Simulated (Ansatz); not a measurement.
# BeTe (F-43m) in Ansatz: a series of runs, part 2 of 2

Ansatz 0.2.0. Earlier steps stand in the parts before.

### 3 Relaxation of cell and atoms, BLYP

The input, input.yaml:

```yaml
crystal:
  lattice:
    - [0.0, 2.77, 2.77]
    - [2.77, 0.0, 2.77]
    - [2.77, 2.77, 0.0]
  atoms:
    - { symbol: Te, position: [0.75, 0.75, 0.75] }
    - { symbol: Be, position: [0.0, 0.0, 0.0] }
hamiltonian:
  xc: blyp
  pseudopotentials: { kind: paw }
kpoints:
  mp_grid: { grid: [8, 8, 8] }
scf:
  occupations: { method: fermi_dirac, width: 0.05 }
output:
  forces: true
  stress: true
relax:
  f_tol: 0.01
  max_steps: 40
  cell: { stress_tol: 0.05 }
```

Potentials or basis: Ansatz PAW.

On the command line:

```
> ansatz run input.yaml --threads 2 --pin off --max-ram 5632MiB --backend cpu --events-out ev --progress --plain --runs-dir out
```

The log of the run:

```text
Warning: RAYON_NUM_THREADS=2 ignored (pool sized by the plan → 2); use --threads N
Engine: ansatz 0.2.0, x86_64-unknown-linux-gnu
Pseudopotentials: kind: paw
Pseudopotential: Te, paw, valence charge 16, recommended cutoff 420 eV (normal), Te.paw.azcp
Pseudopotential: Be, paw, valence charge 2, recommended cutoff 420 eV (normal), Be.paw.azcp
Functional definition: BLYP
  parameter beta = 0.0042
  parameter a = 0.04918
  parameter b = 0.132
  parameter c = 0.2533
  parameter d = 0.349
  exchange = b88_x(beta = beta)
  correlation = lyp_c(a = a, b = b, c = c, d = d)
Crystal: 2 atoms, lattice volume = 42.508 Å³
Basis set: ecut = 420 eV, 869 PW (Γ), exchange–correlation on 54×54×54 points (8 copies of the dense FFT grid, shifted against one another)
Bands: 13, of which v1, the nominal top of the filled ones, is band 9 counted from 1 (8 counted from 0)
Symmetry: 24 space group operations
Space group: F-43m (ITA 216), of the structure as read, at distance tolerance 3.5e-5 Å
k-points: 29 of 512 (time reversal used)
Non-local potential: Te, projectors of the file, l = 0: 2, l = 1: 2, l = 2: 2, l = 3: 2
Non-local potential: Be, projectors of the file, l = 0: 2, l = 1: 2, l = 2: 1
PAW form: soft (Blöchl's): semilocal exchange-correlation on the pseudo side does not see the compensation charge
PAW frozen core: Te, regenerated for the run's functional, and the local potential with it (the file was generated under x = pbe(κ = 0.804, μ = 0.2195149727645171), c = pbe(β = 0.06672455060314922))
PAW frozen core: Be, regenerated for the run's functional, and the local potential with it (the file was generated under x = pbe(κ = 0.804, μ = 0.2195149727645171), c = pbe(β = 0.06672455060314922))
PAW one-centre angular grid: Te, 590 points (default); XC on 64 Gauss nodes
PAW one-centre angular grid: Be, 110 points (default); XC on 64 Gauss nodes
Initial density: superposition of atomic densities (neutral atoms: chi_scale 0, normalization atom), corrected by the library's trained network
Initial wavefunctions: pseudopotential atomic-orbital guess
Functional: x = b88, c = lyp
SCF iter   1: F=—  HF=-7090.918883 eV  |F-HF|=—  |Δ(HF+E_count)|=         —  Δρ=5.31e-3  dr2=1.67e-2  ethr=1.77e-3  ⟨swp⟩=6.3  Hψ=2408  notcnv=0
preconditioner: auto → none  [insulator: Δε(μ)=2.213 eV  Ē_g=10.683 eV  σ=0.050 eV  W_gap=1.00  n_scr=14 (ndim 8)  ℏωp=16.1 eV  f_vac=0.007  D(μ)=0.00/eV (n_scr^D=0)  ε∞_Penn≈3.3]
SCF iter   2: F=—  HF=-7090.913606 eV  |F-HF|=—  |Δ(HF+E_count)|=   5.28e-3  Δρ=2.03e-3  dr2=1.72e-3  ethr=9.26e-5  ⟨swp⟩=2.8  Hψ=831  notcnv=0
SCF iter   3: F=—  HF=-7090.912900 eV  |F-HF|=—  |Δ(HF+E_count)|=   7.06e-4  Δρ=5.88e-4  dr2=1.99e-4  ethr=9.55e-6  ⟨swp⟩=3.0  Hψ=653  notcnv=0
SCF iter   4: F=—  HF=-7090.912850 eV  |F-HF|=—  |Δ(HF+E_count)|=   5.06e-5  Δρ=1.05e-4  dr2=6.50e-6  ethr=1.11e-6  ⟨swp⟩=2.0  Hψ=476  notcnv=0
SCF iter   5: F=—  HF=-7090.912837 eV  |F-HF|=—  |Δ(HF+E_count)|=   1.26e-5  Δρ=2.68e-5  dr2=4.81e-7  ethr=3.61e-8  ⟨swp⟩=3.0  Hψ=638  notcnv=0
SCF iter   6: F=-7090.912837 eV  HF=-7090.912837 eV  |F-HF|=2.80e-8  |Δ(HF+E_count)|=   1.82e-7  Δρ=6.53e-6  dr2=3.16e-8  ethr=5.56e-10  ⟨swp⟩=5.0  Hψ=1232  notcnv=0
SCF 1 converged in 6 iterations: F = -7090.912837 eV  dr2 = 3.16e-8
relax step   1: F+E_penalty+E_count = -7090.91283671 eV  Δ(F+E_penalty+E_count) = +0.000e0 eV  max|allowed force component| = 1.203e-16 eV/Å  Δτ_max = 0.0000 Å  P = +7.125 GPa  Ω = 42.508 Å³  (6 SCF iters, dr2 threshold 1.00e-7 eV, accepted)
Crystal: 2 atoms, lattice volume = 48.962 Å³
Basis set: ecut = 420 eV, 941 PW (Γ), exchange–correlation on 54×54×54 points (8 copies of the dense FFT grid, shifted against one another)
Initial density: handed on by an earlier stage of this run
Initial wavefunctions: those handed on with the density
iter 1 solved again at ethr=5.14e-4 eV; its pass at ethr=3.10e-3 eV (dr2=9.26e-2 eV) is discarded
SCF iter   1: F=—  HF=-7091.038724 eV  |F-HF|=—  |Δ(HF+E_count)|=         —  Δρ=9.55e-3  dr2=9.36e-2  ethr=5.14e-4  ⟨swp⟩=1.0  Hψ=2997  notcnv=0
[... 20 lines left out ...]
iter 1 solved again at ethr=5.23e-7 eV; its pass at ethr=3.10e-3 eV (dr2=9.41e-5 eV) is discarded
SCF iter   1: F=—  HF=-7091.013729 eV  |F-HF|=—  |Δ(HF+E_count)|=         —  Δρ=3.10e-4  dr2=9.31e-5  ethr=5.23e-7  ⟨swp⟩=2.0  Hψ=2717  notcnv=0
preconditioner: auto → none  [insulator: Δε(μ)=2.377 eV  Ē_g=10.047 eV  σ=0.050 eV  W_gap=1.00  n_scr=14 (ndim 8)  ℏωp=15.2 eV  f_vac=0.019  D(μ)=0.00/eV (n_scr^D=0)  ε∞_Penn≈3.3]
SCF iter   2: F=—  HF=-7091.013716 eV  |F-HF|=—  |Δ(HF+E_count)|=   1.30e-5  Δρ=7.64e-5  dr2=5.64e-6  ethr=5.17e-7  ⟨swp⟩=2.0  Hψ=453  notcnv=0
SCF iter   3: F=—  HF=-7091.013714 eV  |F-HF|=—  |Δ(HF+E_count)|=   1.49e-6  Δρ=2.63e-5  dr2=4.47e-7  ethr=3.13e-8  ⟨swp⟩=2.0  Hψ=493  notcnv=0
SCF iter   4: F=-7091.013714 eV  HF=-7091.013714 eV  |F-HF|=7.73e-9  |Δ(HF+E_count)|=   3.71e-8  Δρ=7.34e-6  dr2=2.20e-8  ethr=7.77e-10  ⟨swp⟩=4.9  Hψ=1196  notcnv=0
SCF 4 converged in 4 iterations: F = -7091.013714 eV  dr2 = 2.20e-8
relax step   4: F+E_penalty+E_count = -7091.01371437 eV  Δ(F+E_penalty+E_count) = -2.043e-4 eV  max|allowed force component| = 6.303e-17 eV/Å  Δτ_max = 0.0000 Å  P = +0.011 GPa  Ω = 47.524 Å³  energy of the carried Pulay correction = -8.842e-4 eV  (4 SCF iters, dr2 threshold 1.40e-7 eV, accepted)
Basis set: ecut = 420 eV, 941 PW (Γ), exchange–correlation on 60×60×60 points (8 copies of the dense FFT grid, shifted against one another)
Initial wavefunctions: pseudopotential atomic-orbital guess (no wavefunctions were taken with the density)
iter 1 solved again at ethr=1.13e-6 eV; its pass at ethr=3.10e-3 eV (dr2=2.03e-4 eV) is discarded
SCF iter   1: F=—  HF=-7091.013005 eV  |F-HF|=—  |Δ(HF+E_count)|=         —  Δρ=3.72e-4  dr2=1.92e-6  ethr=1.13e-6  ⟨swp⟩=2.4  Hψ=3346  notcnv=0
preconditioner: auto → none  [insulator: Δε(μ)=2.376 eV  Ē_g=10.049 eV  σ=0.050 eV  W_gap=1.00  n_scr=14 (ndim 8)  ℏωp=15.2 eV  f_vac=0.021  D(μ)=0.00/eV (n_scr^D=0)  ε∞_Penn≈3.3]
SCF iter   2: F=—  HF=-7091.014214 eV  |F-HF|=—  |Δ(HF+E_count)|=   1.21e-3  Δρ=1.85e-4  dr2=4.65e-7  ethr=1.06e-8  ⟨swp⟩=2.0  Hψ=638  notcnv=0
SCF iter   3: F=—  HF=-7091.014615 eV  |F-HF|=—  |Δ(HF+E_count)|=   4.01e-4  Δρ=2.67e-5  dr2=3.60e-8  ethr=2.58e-9  ⟨swp⟩=2.0  Hψ=493  notcnv=0
SCF iter   4: F=—  HF=-7091.014623 eV  |F-HF|=—  |Δ(HF+E_count)|=   7.85e-6  Δρ=5.91e-6  dr2=1.24e-9  ethr=2.00e-10  ⟨swp⟩=3.0  Hψ=638  notcnv=0
SCF iter   5: F=-7091.014623 eV  HF=-7091.014623 eV  |F-HF|=1.10e-9  |Δ(HF+E_count)|=   3.97e-7  Δρ=4.30e-7  dr2=1.85e-11  ethr=1.00e-12  ⟨swp⟩=5.0  Hψ=1883  notcnv=0
SCF 5 converged in 5 iterations: F = -7091.014623 eV  dr2 = 1.85e-11
relax step   5: F+E_penalty+E_count = -7091.01462326 eV  Δ(F+E_penalty+E_count) = -9.089e-4 eV  max|allowed force component| = 8.963e-17 eV/Å  Δτ_max = 0.0000 Å  P = +0.012 GPa  Ω = 47.524 Å³  stress off target by 1.16e-2 GPa  SCF on the basis re-selected at this cell (its energy is not comparable with the rows above)  (5 SCF iters)
basis re-selected at this cell: Δ(F+E_penalty+E_count) = -9.089e-4 eV, ΔP = +0.001 GPa vs the last step (what re-selecting the basis moved, of the pressure what is left beyond the Pulay correction that the steps carried, after the strain that the cell walked since its last selection, with what the two solves' SCF thresholds leave and, on support functions, any second-order correction that the steps lacked; it is no measure of the basis error at this ecutwfc). The dense FFT grid was sized anew with the basis: this SCF ran on 30×30×30 points, the steps before it on 27×27×27, so part of this shift can come from that change (see relax.cell in the input reference). This SCF's stress stands 1.16e-2 GPa from its target on what of the cell is left free (relax.cell.stress_tol is 5.00e-2 GPa) and its largest allowed force component is 8.96e-17 eV/Å (relax.f_tol is 1.00e-2 eV/Å): within both
SCF converged after 5 iterations
Free energy (F): -7091.014623 eV
Harris-Foulkes:  -7091.014623 eV  (|F-HF|=1.10e-9)
Internal energy: -7091.014623 eV  (E = F + TS)
E sigma→0 (E₀):  -7091.014623 eV
Fermi energy:    8.151684 eV
--- Per-component energies (eV) ---
  E_band       = -271.172176
  E_kinetic    = 199.876977
  E_local      = -1423.858840  (includes V_loc(G=0)·N_el)
  E_nonlocal   = -306.990380
  E_hartree    = 880.281246
  E_xc         = -140.655907
  E_vxc        = -120.208073  (∫ρ·V_xc dr)
  E_paw        = -4742.706954  (= ΣΔE_a)
  E_vpaw       = -380.554123  (= ΣTr[D̂ρ^β])
  E_aug_tail   = -0.000214  (compensation charges beyond the density's cutoff)
  E_ewald      = -1556.932881
  E_core_change = -0.027672  (= ΣΔE_core)
  E_smearing   = -0.000000  (= −TS)
  E_closure    = 0.000000  (closes the sum)
  Σ components = -7091.014623   (vs F -7091.014623, Δ=0.00e0)
--- Forces (eV/Å), atoms counted from 1 ---
  atom   1  Te    -0.00000000     0.00000000     0.00000000
  atom   2  Be    -0.00000000     0.00000000     0.00000000
  max |Σ_I F_I| component: 2.09e-16 eV/Å
--- Stress (GPa, compression-positive) ---
        0.011604      -0.000000      -0.000000
       -0.000000       0.011604       0.000000
       -0.000000       0.000000       0.011604
  P = ⅓ Tr σ = 0.0116 GPa (0.116 kbar)
--- Relaxed structure (4 steps of the walk, 4 accepted, 1 SCFs on fresh bases) ---
  F+E_penalty+E_count = -7091.01462326 eV   max|allowed force component| = 8.963e-17 eV/Å   (the final SCF, on the basis selected at the relaxed cell)
  cell:  # Å, volume = 47.5243 Å³
    - [6.114446439474725e-34, 2.8749387994039286, 2.8749387994039286]
    - [2.8749387994039286, -6.1144464394747064e-33, 2.8749387994039286]
    - [2.8749387994039286, 2.8749387994039286, 5.6049092361851485e-33]
  atoms:
    - { symbol: Te, position: [0.7500000000000001, 0.7500000000000001, 0.7500000000000001] }
    - { symbol: Be, position: [1.981552469856903e-33, -1.8193201039037065e-33, -2.1669608880891283e-33] }
```

Run time: 14 s. Hardware: 2 threads of Intel Xeon at 2.50GHz (Skylake/Cascade Lake), shared host; peak memory 0.35 GiB.

What came out:

- Free energy: -7091.0146 eV
- Relaxed volume: 23.76 Å³/atom
- Relaxed cell: a = 4.066 Å, b = 4.066 Å, c = 4.066 Å, α = 60.00°, β = 60.00°, γ = 60.00°
- Space group after relaxing (to 0.05 Å): F-43m (No. 216)
- Energy gained by relaxing: 50.9 meV/atom
- Ionic steps: 5
- Pressure after relaxing: 0.0 GPa
- Band gap on the k mesh: 2.38 eV

The path:
```
step  energy change (eV)  largest force (eV/Å)  volume (Å³)
   1              0.0000                0.0000        42.51
   2             -0.0942                0.0000        48.96
   3             -0.1007                0.0000        47.76
   4             -0.1009                0.0000        47.52
   5             -0.1018                0.0000        47.52
```

Final structure:
```
Te Be
1.0
     0.00000    2.87494    2.87494
     2.87494    0.00000    2.87494
     2.87494    2.87494    0.00000
Te Be
1 1
Cartesian
  4.3124 4.3124 4.3124
  0.0000 0.0000 0.0000
```

Caveat: the plane-wave basis is chosen anew once the cell has moved, so the energies of steps on either side of that aren't comparable; spin-orbit coupling is left out, which moves the levels of the heavy elements; the volume moved by +12 % from the deposited cell, more than functionals usually miss; the PAW data sets come from PBE, with cores solved anew for the run's functional, which leaves a small shift of forces and pressure. Zero-point motion and thermal expansion aren't in these numbers.
